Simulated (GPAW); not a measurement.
The system is As.

```
As
1.0
     2.70368    0.00000    0.00000
     0.00000    2.70368    0.00000
     0.00000    0.00000    2.70368
As
1
Direct
  0.50000 0.50000 0.50000
```

This isn't the form of As at room conditions, which is rhombohedral.

Base run:

- Program: GPAW 26.7.0
- Functional: PBEsol
- Potentials or basis: PAW data sets generated in the run's folder for this functional
- Cutoff: 600 eV
- Basis: pw
- k mesh: 10 × 10 × 10
- Occupations: fermi-dirac, width 0.05 eV
- Spin: no spin polarisation

Its results: pressure -1.5 GPa.

Question: The run is repeated on the same cell with these changes: functional from PBEsol to LDA; potentials or basis from PAW data sets generated in the run's folder for this functional to the program's PAW data sets (release 1.2.1) made for this functional. What comes out?

Answer: Pressure -3.1 GPa.
